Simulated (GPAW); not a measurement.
A run of GPAW 26.7.0 is set up as follows.

Contents of run.py:

```python
from ase import Atoms
from ase.filters import FrechetCellFilter
from ase.io import write
from ase.optimize import FIRE
from gpaw import GPAW, PW

atoms = Atoms(['Ag'],
              cell=[[0.0, 2.04275, 2.04275],
                    [2.04275, 0.0, 2.04275],
                    [2.04275, 2.04275, 0.0]],
              scaled_positions=[[0.0, 0.0, 0.0]],
              pbc=True)

calc = GPAW(mode=PW(600),
            xc='revPBE',
            kpts={'size': (11, 11, 11), 'gamma': True},
            occupations={'name': 'fermi-dirac', 'width': 0.05},
            nbands=18,
            convergence={'density': 1e-05, 'forces': 0.0001},
            maxiter=150,
            txt='gpaw.txt')
atoms.calc = calc
opt = FIRE(FrechetCellFilter(atoms), trajectory='relax.traj', logfile='-')
done = opt.run(fmax=0.01, steps=100)
calc.write('gs.gpw')
write('result.traj', atoms)
print('Converged:', done)
print('Cell:', atoms.cell.cellpar().round(4))
print('Volume:', round(atoms.get_volume(), 4))
print(atoms.get_scaled_positions().round(5))
```

Potentials or basis: the program's PAW data sets (release 1.2.1) made for this functional, pw.

Launch:

```sh
$ OMP_NUM_THREADS=1 python run.py
```

Predict the band gap on the k mesh.

none (metal or under the smearing width).

Predict the space group after relaxing (to 0.05 Å).

Fm-3m (No. 225).

The path:
```csv
step,energy change (eV),largest force (eV/Å),pressure (GPa),volume (Å³)
1,0.0000,0.0000,7.30,17.05
2,-0.0147,0.0000,4.70,17.45
3,-0.0265,0.0000,1.10,18.14
4,-0.0238,0.0000,-2.00,18.92
5,-0.0242,0.0000,-1.88,18.89
6,-0.0249,0.0000,-1.66,18.83
7,-0.0258,0.0000,-1.33,18.73
8,-0.0266,0.0000,-0.91,18.62
9,-0.0271,0.0000,-0.41,18.49
10,-0.0273,0.0000,0.13,18.36
11,-0.0273,0.0000,0.13,18.36
12,-0.0273,0.0000,0.12,18.36
13,-0.0273,0.0000,0.12,18.36
14,-0.0273,0.0000,0.11,18.37
15,-0.0273,0.0000,0.10,18.37
16,-0.0273,0.0000,0.09,18.37
```

Caveat: later steps reuse the first step's grids. Zero-point motion and thermal expansion aren't in these numbers.
